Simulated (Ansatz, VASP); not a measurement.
## Zr: VASP beside Ansatz

INCAR

```
SYSTEM = Zr
AGGAC = 1.0 ; AGGAX = 1.0
ALDAC = 0.0 ; ALDAX = 1.0
ALGO = Normal ; EDIFF = 1E-6
ENCUT = 520 ; GGA = B5
ISIF = 2 ; ISMEAR = -1
LASPH = .True. ; LCHARG = .False.
LREAL = .False. ; LWAVE = .False.
NBANDS = 12 ; NELM = 100
PREC = Accurate ; SIGMA = 0.1
```

KPOINTS

```
k-points
0
Gamma
  12 12 12
  0 0 0
```

The input POSCAR:

```
Zr
1.0
    2.9226103360      0.0000000000      0.0000000000
    0.0000000000      2.9226103360      0.0000000000
    0.0000000000      0.0000000000      2.9226103360
Zr
1
Direct
    0.0000000000      0.0000000000      0.0000000000
```

Input for Ansatz:

```yaml
crystal:
  lattice:
    - [2.922610336, 0.0, 0.0]
    - [0.0, 2.922610336, 0.0]
    - [0.0, 0.0, 2.922610336]
  atoms:
    - { symbol: Zr, position: [0.0, 0.0, 0.0] }
hamiltonian:
  xc: blyp
  pseudopotentials:
    kind: paw
    azcp:
      Zr: "pseudopotentials/Zr.paw.azcp"
basis:
  ecutwfc: 420
  fft_grid_basis: typed
kpoints:
  mp_grid: { grid: [12, 12, 12], shift: [0, 0, 0] }
magnetization:
  spin_polarized: false
scf:
  occupations: { method: fermi_dirac, width: 0.1 }
  lower_state_search: "off"
output:
  stress: true
  write_density: true
  write_potential: true
  elf: true
  volumetric_format: npy
```

Alike in both runs: task single point; functional BLYP; k mesh 12 × 12 × 12; occupations fermi-dirac, width 0.1 eV; no spin polarisation.

|  | VASP | Ansatz |
| --- | --- | --- |
| version | VASP 6.6.1 | Ansatz 0.2.0 |
| potentials or method | VASP PAW PBE potentials, release 64 (Zr_sv) | plane waves (420 eV) with PAW, scalar-relativistic |
| plane-wave cutoff (eV) | 520 | 420 |
| valence electrons in the cell | 12 | 12 |

```csv
,VASP,Ansatz,Ansatz less VASP
pressure (GPa),3.1,3.0,-0.08
```

The functional is the same, so the differences come from potentials, cutoffs and numerics.

Caveats: the PAW data sets were made with another functional, which shifts forces and pressure a little (VASP).
